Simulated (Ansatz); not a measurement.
## Sensitivity of the G0W0 gap of GaN (F-43m)

Aim: change settings of a G0W0 run on GaN (F-43m) and see what moves.

Main program and level: Ansatz 0.2.0; G0W0 on PBE, plane waves, PAW; PAW set soft_1.

### 1. Starting point

It takes space group F-43m (No. 216, cubic). Conventional cell: a = 4.507 Å, b = 4.507 Å, c = 4.507 Å, α = 90.00°, β = 90.00°, γ = 90.00°. Nearest to Ga lie 4 N at 1.95 Å. N has 4 Ga at 1.95 Å nearest. Farther neighbours and most contacts between anions are not listed.

As a file:

```cif
data_structure
_symmetry_space_group_name_H-M 'P 1'
_symmetry_Int_Tables_number 1
_cell_length_a 3.1869
_cell_length_b 3.1869
_cell_length_c 3.1869
_cell_angle_alpha 60.000
_cell_angle_beta 60.000
_cell_angle_gamma 60.000
_cell_volume 22.89
loop_
_atom_site_label
_atom_site_type_symbol
_atom_site_fract_x
_atom_site_fract_y
_atom_site_fract_z
_atom_site_occupancy
Ga1 Ga 0.00000 0.00000 0.00000 1
N2 N 0.75000 0.75000 0.75000 1
```

The cell and positions are those that the Materials Project relaxed with its own functionals (PBE, PBE+U or r2SCAN), kept fixed. This is not the form that GaN usually takes at ambient conditions.

### 2. The base run: 6×6×6 mesh, 51 empty bands, screening to 100 eV, PAW set soft_1 files

Now the one-shot GW correction: screening in the RPA, then the self-energy of the levels asked for. This step takes PAW set soft_1 files.

Contents of input.yaml:

```yaml
crystal:
  lattice:
    - [0.0, 2.2535006075, 2.2535006075]
    - [2.2535006075, 0.0, 2.2535006075]
    - [2.2535006075, 2.2535006075, 0.0]
  atoms:
    - { symbol: Ga, position: [0.0, 0.0, 0.0] }
    - { symbol: "N", position: [0.75, 0.75, 0.75] }
kpoints:
  mp_grid: { grid: [6, 6, 6] }
hamiltonian:
  xc: pbe
  pseudopotentials: { kind: paw, azcp: { folder: soft_1 } }
scf:
  occupations: { method: fixed }
gw:
  n_empty_bands: 51
  ecut_chi: 100
  qp_bands: [v2, c2]
  qp_kpoints: band_edges
  screening: { model: contour_deformation }
```

Run with:

```
$ ansatz run input.yaml --threads 3 --pin off --max-ram 92160MiB --backend cuda --events-out ev --progress --plain --runs-dir out --devices 1 --max-vram 13GiB
```

Numbers of over 12 decimals in the logs are rounded to 6 here.

The program printed:

```text
GPUs: using 1 of 1 available (devices: 1).
Engine: ansatz 0.2.0, x86_64-unknown-linux-gnu
Pseudopotentials: kind: paw
Pseudopotential: Ga, paw, valence charge 13, recommended cutoff 420 eV (normal), soft_1/Ga.paw.azcp
Pseudopotential: N, paw, valence charge 5, recommended cutoff 420 eV (normal), soft_1/N.paw.azcp
Functional definition: PBE
  parameter kappa = 0.804
  parameter beta = 0.066725
  exchange = pbe_x(kappa = kappa, mu = beta*pi^2/3)
  correlation = pbe_c(beta = beta)
device memory: the entry about to start is reckoned to put 0.4 GiB on a device that reports 25.5 GiB free (of which the cap on the GPU budget leaves the run 13.0 GiB)
GPU FFT provider: cuFFT
GPU libraries: cuBLAS 13.8.2, cuFFT 12.4.0, cuSOLVER 12.3.4
Crystal: 2 atoms, lattice volume = 22.888 Å³
Basis set: ecut = 420 eV, 459 PW (Γ)
Bands: 13, of which v1, the nominal top of the filled ones, is band 9 counted from 1 (8 counted from 0)
Symmetry: 24 space group operations
Space group: F-43m (ITA 216), of the structure as read, at distance tolerance 2.8e-5 Å
k-points: 16 of 216 (time reversal used)
Non-local potential: Ga, projectors of the file, l = 0: 2, l = 1: 2, l = 2: 3, l = 3: 1
Non-local potential: N, projectors of the file, l = 0: 2, l = 1: 2, l = 2: 1
PAW form: soft (Blöchl's): semilocal exchange-correlation on the pseudo side does not see the compensation charge
PAW one-centre angular grid: Ga, 590 points (default); XC on 64 Gauss nodes
PAW one-centre angular grid: N, 110 points (default); XC on 64 Gauss nodes
Initial density: superposition of atomic densities (chi_scale 0.1, normalization cell, long waves kept (reshape's long-wave potential 0.00 eV rms))
Initial wavefunctions: pseudopotential atomic-orbital guess
GPU buffer pool allocated for 13824 grid points (all kernels)
GPU transforms: local potential and band sums: pruned to the plane-wave sphere, on 24×24×24
Functional: x = pbe(κ = 0.804, μ = 0.219515), c = pbe(β = 0.066725)
SCF iter   1: F=—  HF=-4168.580142 eV  |F-HF|=—  |Δ(HF+E_count)|=         —  Δρ=1.12e-1  dr2=2.52e0  ethr=3.10e-3  ⟨swp⟩=4.0  Hψ=971  notcnv=0  defer=23
preconditioner: auto → none  [insulator: Δε(μ)=2.563 eV  Ē_g=19.108 eV  n_scr=8 (ndim 8)  ℏωp=32.9 eV  f_vac=0.000  ε∞_Penn≈4.0]
SCF iter   2: F=—  HF=-4168.026373 eV  |F-HF|=—  |Δ(HF+E_count)|=   5.54e-1  Δρ=6.15e-2  dr2=5.31e-1  ethr=3.10e-3  ⟨swp⟩=2.1  Hψ=527  notcnv=0  defer=4
SCF iter   3: F=—  HF=-4167.903265 eV  |F-HF|=—  |Δ(HF+E_count)|=   1.23e-1  Δρ=2.05e-2  dr2=4.69e-2  ethr=2.95e-3  ⟨swp⟩=2.0  Hψ=377  notcnv=0  defer=30
SCF iter   4: F=—  HF=-4167.901265 eV  |F-HF|=—  |Δ(HF+E_count)|=   2.00e-3  Δρ=7.85e-3  dr2=6.34e-3  ethr=2.61e-4  ⟨swp⟩=2.0  Hψ=370  notcnv=0  defer=30
[...]
E_nonlocal   = -54.737378
  E_hartree    = 894.762485
  E_xc         = -122.346110
  E_vxc        = -130.975521  (∫ρ·V_xc dr)
  E_paw        = -2124.535386  (= ΣΔE_a)
  E_vpaw       = -435.989621  (= ΣTr[D̂ρ^β])
  E_aug_tail   = 0.000814  (compensation charges beyond the density's cutoff)
  E_ewald      = -1587.434954
  E_smearing   = -0.000000  (= −TS)
  E_closure    = -0.000000  (closes the sum)
  Σ components = -4167.898508   (vs F -4167.898508, Δ=0.00e0)
--- Band table (eV; the first three rows and the last of 16) ---
  k-point 0: bands = [... 5 lower, -3.5295, 9.6432, 9.6432, 9.6432, 11.3598, 19.9572, 19.9572, 19.9572]
  k-point 1: bands = [... 5 lower, -3.5309, 7.3592, 9.3721, 9.3721, 12.9712, 18.9074, 20.3123, 20.3123]
  k-point 2: bands = [... 5 lower, -3.0440, 4.2865, 8.8919, 8.8919, 14.1041, 18.2822, 20.2797, 20.2797]
  k-point 15: bands = [... 5 lower, -1.6207, 3.8140, 6.2140, 6.2161, 14.9389, 17.5514, 20.9493, 20.9996]
--- G₀W₀: contour deformation, 6 samples at zero and on the imaginary axis and 3 off it, 216 q-points, 51 empty bands' worth ---
  eigenvalues of the whole cell's RPA ε∞ on this k-mesh (on a slab, of 1 + 4πα/V) = 6.6368, 6.6368, 6.6368; static W/v taken at q = 0 is 0.150675
  bands read: the sum over 60 bands ends inside a degenerate multiplet in 1 slot, whose members it reads at an even weight; the widest, k=3: bands 60 to 61 (counted from 1) at 1/2 each
  gw.qp_kpoints: band_edges: 8 of 16 stored k-points solved, in 1 pass; an edge of the gap read off the rows below is read off those points alone
    valence top: of the k-points left out ik 4 came nearest to being solved in a further pass, in band 8 (counted from 1, as in the quasiparticle table): it holds the edge there only if its correction is more favourable than any solved in that band by at least 0.790 eV; those differ by 0.349 eV
    conduction bottom: of the k-points left out ik 4 came nearest to being solved in a further pass, in band 10 (counted from 1, as in the quasiparticle table): it holds the edge there only if its correction is more favourable than any solved in that band by at least 1.723 eV; those differ by 0.646 eV
    ik  band        ε_KS         Σx   Σc(E_QP)       V_xc       Z   E_QP_lin       E_QP  E_QP is
     0     8      9.6432   -23.8986     3.2380   -20.2668  0.7661     9.2466     9.2494  root
     0     9      9.6432   -23.8986     3.2380   -20.2668  0.7661     9.2466     9.2494  root
     0    10     11.3598   -11.4771    -3.5706   -15.7129  0.7994    12.0327    12.0249  root
     0    11     19.9572    -7.8736    -5.2349   -13.9060  0.7904    20.7698    20.7547  root
     1     8      9.3721   -23.6003     3.2960   -19.8786  0.7653     8.9430     8.9464  root
     1     9      9.3721   -23.6003     3.2960   -19.8786  0.7653     8.9430     8.9464  root
     1    10     12.9712   -11.7743    -3.7335   -16.2814  0.7902    13.7567    13.7447  root
     1    11     18.9074    -8.2737    -5.1923   -14.2986  0.7861    19.7583    19.7400  root
[...]
14     8      5.9304   -21.2116     3.9786   -16.4901  0.7415     5.1693     5.1874  root
    14     9      7.2735   -21.4482     3.6360   -17.1657  0.7559     6.6166     6.6269  root
    14    10     16.1655    -9.3431    -4.4844   -14.4192  0.7870    16.7651    16.7572  root
    14    11     17.1580   -10.6567    -5.1987   -16.9566  0.7711    18.2984    18.2593  root
[key lines of the parts left out:]
SCF converged after 7 iterations
Free energy (F): -4167.898508 eV
Fermi energy:    9.643192 eV
```

Elapsed: 13 s, on 1 × NVIDIA H100 80GB HBM3 (shared by 6 runs) with 3 threads of AMD EPYC 7R13 (Zen 3), shared host; peak memory 0.98 GiB; 13 s of CPU time.

The column dr2 measures how far the density is from self-consistency, as an energy; F and HF (Harris–Foulkes) agree once it is small.

This step gave:

- bands summed: 60
- RPA ε∞ on this mesh (eigenvalues): 6.637, 6.637, 6.637
- plane waves in the screening matrix: 59
- q-points in the mesh: 216
- G0W0 gap on the mesh: 2.776 eV
- k of the valence top: 0, 0, 0
- k of the conduction bottom: 0, 0, 0
- starting gap on the mesh: 1.717 eV
- Z at the valence top: 0.7661
- Z at the conduction bottom: 0.7994
- least direct G0W0 gap on the computed points: 2.776 eV

The gap on the mesh goes from 1.72 eV to 2.78 eV, a correction of +1.06 eV. Between the two edge states, bare exchange in place of the xc potential would open the gap by 7.87 eV, and correlation takes back 6.81 eV.

### 3. Variant: all filled levels at the zone centre

Changes to input.yaml since step 2:

```diff
@@ -18,4 +18,4 @@
   ecut_chi: 100
-  qp_bands: [v2, c2]
-  qp_kpoints: band_edges
+  qp_bands: [lowest, c2]
+  qp_kpoints: [[0, 0, 0]]
   screening: { model: contour_deformation }
```

The program printed:

```text
GPUs: using 1 of 1 available (devices: 1).
[...]
GPU FFT provider: cuFFT
GPU libraries: cuBLAS 13.8.2, cuFFT 12.4.0, cuSOLVER 12.3.4
Crystal: 2 atoms, lattice volume = 22.888 Å³
Basis set: ecut = 420 eV, 459 PW (Γ)
Bands: 13, of which v1, the nominal top of the filled ones, is band 9 counted from 1 (8 counted from 0)
[... 1 set-up line as in the run before ...]
[...]
k-points: 16 of 216 (time reversal used)
[...]
GPU buffer pool allocated for 13824 grid points (all kernels)
[...]
SCF iter   1: F=—  HF=-4168.580142 eV  |F-HF|=—  |Δ(HF+E_count)|=         —  Δρ=1.12e-1  dr2=2.52e0  ethr=3.10e-3  ⟨swp⟩=4.0  Hψ=971  notcnv=0  defer=23
[...]
SCF iter   7: F=-4167.898508 eV  HF=-4167.898508 eV  |F-HF|=3.90e-8  |Δ(HF+E_count)|=   1.10e-6  Δρ=2.73e-5  dr2=7.23e-8  ethr=5.56e-10  ⟨swp⟩=3.8  Hψ=912  notcnv=0
SCF 1 converged in 7 iterations: F = -4167.898508 eV  dr2 = 7.23e-8
[...]
NSCF: frozen V_eff on 16 k-points, pencils in batches of 32, up to order 52
[...]
NSCF: frozen V_eff on 16 k-points
G₀W₀ screening: q 1/16
[... further progress lines ...]
[...]
SCF converged after 7 iterations
Free energy (F): -4167.898508 eV
[...]
Internal energy: -4167.898508 eV  (E = F + TS)
E sigma→0 (E₀):  -4167.898508 eV
Fermi energy:    9.643192 eV
[...]
--- Band table (eV; the first three rows and the last of 16) ---
  k-point 0: bands = [... 5 lower, -3.5295, 9.6432, 9.6432, 9.6432, 11.3598, 19.9572, 19.9572, 19.9572]
  k-point 1: bands = [... 5 lower, -3.5309, 7.3592, 9.3721, 9.3721, 12.9712, 18.9074, 20.3123, 20.3123]
  k-point 2: bands = [... 5 lower, -3.0440, 4.2865, 8.8919, 8.8919, 14.1041, 18.2822, 20.2797, 20.2797]
  k-point 15: bands = [... 5 lower, -1.6207, 3.8140, 6.2140, 6.2161, 14.9389, 17.5514, 20.9493, 20.9996]
[...]
`?` marks the rows in doubt; gw_qp.tsv's column doubts and the gw_qp event give each row's grounds
[...]
0     1     -6.2900   -26.3059     8.9320   -16.5819  0.6400    -7.0978    -7.0820  root
     0     2     -3.8454   -55.5289    10.0283   -42.2161  0.7350    -7.2816    -7.1299  root ?
     0     3     -3.8454   -55.5289    10.0283   -42.2161  0.7350    -7.2816    -7.1299  root ?
     0     4     -3.8454   -55.5289    10.0283   -42.2161  0.7350    -7.2816    -7.1299  root ?
     0     5     -3.5295   -56.8984     9.9737   -43.5140  0.7407    -7.0951    -6.9402  root ?
     0     6     -3.5295   -56.8984     9.9737   -43.5140  0.7407    -7.0951    -6.9402  root ?
     0     7      9.6432   -23.8986     3.2380   -20.2668  0.7661     9.2466     9.2494  root
     0     8      9.6432   -23.8986     3.2380   -20.2668  0.7661     9.2466     9.2494  root
     0     9      9.6432   -23.8986     3.2380   -20.2668  0.7661     9.2466     9.2494  root
     0    10     11.3598   -11.4771    -3.5706   -15.7129  0.7994    12.0327    12.0249  root
     0    11     19.9572    -7.8736    -5.2349   -13.9060  0.7904    20.7698    20.7547  root
```

It took 9.9 s on 1 × NVIDIA H100 80GB HBM3 (shared by 6 runs) with 3 threads; peak memory 0.97 GiB.

Absolute levels on the run's own zero. QP, by row:

| k index | band | KS (eV) | Sigma_x (eV) | Sigma_c (eV) | Vxc (eV) | Z | QP linearised (eV) | QP (eV) | source | doubts |
| --- | --- | --- | --- | --- | --- | --- | --- | --- | --- | --- |
| 0 | 1 | -6.29 | -26.31 | 8.932 | -16.58 | 0.64 | -7.098 | -7.082 | root |  |
| 0 | 2 | -3.845 | -55.53 | 10.03 | -42.22 | 0.735 | -7.282 | -7.13 | root | energies_apart |
| 0 | 3 | -3.845 | -55.53 | 10.03 | -42.22 | 0.735 | -7.282 | -7.13 | root | energies_apart |
| 0 | 4 | -3.845 | -55.53 | 10.03 | -42.22 | 0.735 | -7.282 | -7.13 | root | energies_apart |
| 0 | 5 | -3.53 | -56.9 | 9.974 | -43.51 | 0.7407 | -7.095 | -6.94 | root | energies_apart |
| 0 | 6 | -3.53 | -56.9 | 9.974 | -43.51 | 0.7407 | -7.095 | -6.94 | root | energies_apart |
| 0 | 7 | 9.643 | -23.9 | 3.238 | -20.27 | 0.7661 | 9.247 | 9.249 | root |  |
| 0 | 8 | 9.643 | -23.9 | 3.238 | -20.27 | 0.7661 | 9.247 | 9.249 | root |  |
| 0 | 9 | 9.643 | -23.9 | 3.238 | -20.27 | 0.7661 | 9.247 | 9.249 | root |  |
| 0 | 10 | 11.36 | -11.48 | -3.571 | -15.71 | 0.7994 | 12.03 | 12.02 | root |  |
| 0 | 11 | 19.96 | -7.874 | -5.235 | -13.91 | 0.7904 | 20.77 | 20.75 | root |  |

Against the base:

```csv
setting,base,variant
levels asked,v2 to c2,lowest to c2
points asked,band edges,"[[0, 0, 0]]"
```

### 4. What came out

```
base                                 : 2.78 eV, 13 s
all filled levels at the zone centre : direct gap at the listed points 2.78 eV, 9.9 s
```

All filled levels at the zone centre: only the listed points were computed; the least direct gap there is 2.78 eV, with levels asked and points asked changed against the base. All runs here use a coarse mesh and modest cutoffs; they test settings and are not final values. The many-body steps are scalar-relativistic: spin-orbit coupling is not in them.

[Paths, hosts, dates, memory and timing lines, banners, echoed tables and standing remarks are left out of the program output.]

[Logs are printed without paths, hosts, clocks, repeated set-up lines and the standing remarks that a program may print on its own settings, such as how far it seeks lower states.]

[Runs of the session that timed out or met a known fault of the program may be left out.]

[Cells called generated may have been cut or substituted from an entry of the Crystallography Open Database or the Materials Project.]

[Hosts, paths, dates, database ids (printed as entryN), source tags and the programs' standing remarks are cut or masked in the printed files.]
